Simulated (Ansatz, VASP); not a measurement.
**One calculation of Ag, two programs**

```
Ag
1.0
     0.00000    2.04310    2.08396
     2.04310    0.00000    2.08396
     2.04310    2.04310    0.00000
Ag
1
Direct
  0.00000 0.00000 0.00000
```

Change from the starting cell: zz strain of +2 %, crystal datasets.

Alike in both runs: task electric field gradients; functional LDA; k mesh 15 × 15 × 15; occupations fermi-dirac, width 0.05 eV; no spin polarisation.

```csv
,VASP,Ansatz
version,VASP 6.6.1,Ansatz 0.2.0
potentials or method,"VASP PAW LDA potentials, release 64 (Ag), cutoff 520 eV","all-electron PAW with datasets made for the crystal, scalar-relativistic"
```

Ansatz gave:

```
pressure (GPa)                                                 : -9.2
largest component of the traceless stress (GPa)                : 0.18
Vzz of the field gradient on the site that differs most (V/Å²) : -1.1
```

Q: What did VASP give for the same quantities?

A: Pressure (GPa): -9.0; largest component of the traceless stress (GPa): 0.17; Vzz of the field gradient on the site that differs most (V/Å²): -0.5.

Ansatz ran all-electron here, so the differences hold the error of VASP's frozen core and of both bases. Ansatz warned: «gradients_without_spin_orbit».
